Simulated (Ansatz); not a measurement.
Straining SiO2

All numbers below come from Ansatz 0.2.0, DFT LDA, scalar-relativistic, plane waves, PAW. Settings: 420 eV cutoff, 6×6×4 k-mesh, Gaussian smearing of 0.02 eV, no spin polarisation.

The relaxed crystal:

```xyz
12
Lattice="4.9289 0.0000 0.0000 0.0000 4.9289 0.0000 0.0000 0.0000 7.2888" Properties=species:S:1:pos:R:3 pbc="T T T"
Si    0.0000    0.0000    0.0000
Si    0.0000    2.4644    1.8222
Si    2.4644    2.4644    3.6444
Si    2.4644    0.0000    5.4666
O     0.4857    1.2322    0.9111
O     1.2322    2.9502    2.7333
O     3.6967    1.9787    2.7333
O     4.4432    3.6967    0.9111
O     2.9502    3.6967    4.5555
O     3.6967    0.4857    6.3777
O     1.2322    4.4432    6.3777
O     1.9787    1.2322    4.5555
```

Deformation: all cell vectors scaled alike, the atoms relaxed, all within the symmetry that the strain leaves. Energies are extrapolated to zero smearing. Gaps are Kohn–Sham gaps over the whole zone.

```tsv
strain (%)	ΔE (meV/atom)	a (Å)	b (Å)	c (Å)	gap (eV)
-4.5	21.0	4.707	4.707	6.961	6.30
-3.0	9.0	4.781	4.781	7.070	6.11
-1.5	2.2	4.855	4.855	7.179	5.93
+0.0	0.0	4.929	4.929	7.289	5.76
+1.5	2.3	5.003	5.003	7.398	5.59
+3.0	8.9	5.077	5.077	7.507	5.43
+4.5	19.7	5.151	5.151	7.617	5.27
```

What stiffness (1/V) d²E/dε² at zero strain does a cubic fit over all points give?

A cubic fit gives (1/V) d²E/dε² = 218 GPa at zero strain (nine times the bulk modulus at fixed shape).

How fast does the gap move with strain on either side?

-115 meV per percent on the compressed side and -110 meV per percent on the stretched side.

This form isn't the usual stable structure of the compound.

Cost: 7 runs of about 7.6 core-minutes in all, on Oxide Virtual Turin-like Processor (Zen 5) (shared hosts).